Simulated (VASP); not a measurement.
## From an Ansatz input to VASP: SiGe (ordered alloy on diamond lattice)

Ansatz input

```yaml
crystal:
  lattice:
    - [1.9627184949, 1.1331760514, 6.4105976047]
    - [-1.9627184949, 1.1331760514, 6.4105976047]
    - [0.0, -2.2663521027, 6.4105976047]
  atoms:
    - { symbol: Si, position: [0.1861189418, 0.1861189418, 0.1861189418] }
    - { symbol: Ge, position: [0.6889769731, 0.6889769731, 0.6889769731] }
    - { symbol: Si, position: [0.8138810582, 0.8138810582, 0.8138810582] }
    - { symbol: Ge, position: [0.3110230269, 0.3110230269, 0.3110230269] }
kpoints:
  mp_grid: { grid: [8, 8, 8] }
  band_path:
    path:
      - [0.0, 0.0, 0.0]
      - [0.5, 0.0, 0.0]
      - [0.5, 0.1874974922, -0.1874974922]
      - [0.8125025078, 0.5, 0.1874974922]
      - [0.5, 0.5, 0.5]
      - [0.3437487461, 0.0, -0.3437487461]
      - [0.6562512539, 0.3437487461, 0.0]
      - [0.5, 0.5, 0.0]
      - [0.6562512539, 0.6562512539, 0.1874974922]
      - [0.25, -0.375, -0.375]
    npoints: 1
hamiltonian:
  xc: lda
scf:
  occupations: { method: fixed }
  n_extra_bands: 5
output:
  forces: true
  stress: true
  eigenvalues: true
```

**Question.** Which VASP files do the same job?

**Answer.** 

INCAR

```
SIGMA = 0.01
IBRION = -1
LCHARG = .FALSE.
PREC = Accurate
ENCUT = 520
LREAL = .FALSE.
LWAVE = .FALSE.
GGA = CA
NBANDS = 26
ISMEAR = 0
NSW = 0
LASPH = .TRUE.
NELM = 120
EDIFF = 1E-7
ISIF = 2
```

KPOINTS

```
KPOINTS created by Atomic Simulation Environment
0
Gamma
8 8 8
0 0 0
```

KPOINTS_OPT

```
special points
10
Reciprocal
0.0000000000 0.0000000000 0.0000000000 1
0.5000000000 0.0000000000 0.0000000000 1
0.5000000000 0.1874974922 -0.1874974922 1
0.8125025078 0.5000000000 0.1874974922 1
0.5000000000 0.5000000000 0.5000000000 1
0.3437487461 0.0000000000 -0.3437487461 1
0.6562512539 0.3437487461 0.0000000000 1
0.5000000000 0.5000000000 0.0000000000 1
0.6562512539 0.6562512539 0.1874974922 1
0.2500000000 -0.3750000000 -0.3750000000 1
```

POSCAR

```
Si Ge
 1.0000000000000000
     1.9627184948948120    1.1331760513709761    6.4105976047323665
    -1.9627184948948120    1.1331760513709761    6.4105976047323665
     0.0000000000000000   -2.2663521027419535    6.4105976047323665
 Si  Ge
   2   2
Cartesian
  0.0000000000000000 -0.0000000000000002  3.5794009275973888
  0.0000000000000001 -0.0000000000000010 15.6523918865997125
 -0.0000000000000000 -0.0000000000000010 13.2502624013668218
  0.0000000000000000 -0.0000000000000006  5.9815304128302751
```

VASP ran with the recommended LDA PAW datasets (36 valence electrons in the cell). Other inputs would serve too.

Datasets and cutoffs are each program's own. VASP's cell holds 36 valence electrons and Ansatz's 36. LDA means the Perdew–Zunger form with relativistic exchange in VASP and the Perdew–Wang form in Ansatz. Ansatz's stress includes a Pulay correction; VASP's doesn't.
